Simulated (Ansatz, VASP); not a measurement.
This is a calculation of Ag for VASP 6.6.1.

Contents of INCAR:

```
SYSTEM = Ag
  PREC = Accurate
  ENCUT = 520
  EDIFF = 1E-6
  ISMEAR = -1
  SIGMA = 0.05
  LREAL = .FALSE.
  LASPH = .TRUE.
  NELM = 60
  ALGO = Fast
  ISIF = 2
  LWAVE = .FALSE.
  LCHARG = .TRUE.
  GGA = PE
  LELF = .TRUE.
  LVHAR = .TRUE.
  NBANDS = 18
```

Contents of KPOINTS:

```
Automatic mesh
0
G
  10 10 6
  0 0 0
```

File POSCAR:

```
Ag
1.0
    2.9300000000      0.0000000000      0.0000000000
   -1.4650000000      2.5374544331      0.0000000000
    0.0000000000      0.0000000000      4.7900000000
Ag
2
Direct
    0.6666666667      0.3333333333      0.7500000000
    0.3333333333      0.6666666667      0.2500000000
```

Potentials or basis: VASP PAW PBE potentials, release 64 (Ag).

Launch:

```console
$ cat potpaw_PBE.64/Ag/POTCAR > POTCAR
$ mpirun -np 1 vasp_std > vasp.out
```

Q: Set up the same calculation for Ansatz 0.2.0. Potentials there: all-electron LAPW, scalar-relativistic.

A: As run (the cutoff follows the program's own potentials):

File input.yaml:

```yaml
crystal:
  lattice:
    - [2.93, 0.0, 0.0]
    - [-1.465, 2.5374544331, 0.0]
    - [0.0, 0.0, 4.79]
  atoms:
    - { symbol: Ag, position: [0.6666666667, 0.3333333333, 0.75] }
    - { symbol: Ag, position: [0.3333333333, 0.6666666667, 0.25] }
kpoints:
  mp_grid: { grid: [10, 10, 6] }
scf:
  occupations: { method: fermi_dirac, width: 0.05 }
hamiltonian:
  xc: pbe
  pseudopotentials: { kind: all_electron, lapw: { basis_error: 0.0005 } }
output:
  forces: true
  stress: true
  eigenvalues: true
```

Potentials or basis: all-electron LAPW, scalar-relativistic.

Command:

```bash
$ ansatz run input.yaml --threads 1 --pin off --max-ram 3072MiB --backend cpu --events-out ev --progress --plain --runs-dir out
```

Both were run:

|  | VASP | Ansatz | Ansatz less VASP |
| --- | --- | --- | --- |
| gap on the k mesh at the Fermi level (eV) | none | none | - |
| pressure (GPa) | 0.6 | 0.6 | +0.04 |
| largest component of the traceless stress (GPa) | 0.43 | 0.42 | -0.006 |

A gap of «none» marks a metal or a gap that the smearing closes. Ansatz ran all-electron here, so the differences hold the error of VASP's frozen core and of both bases.
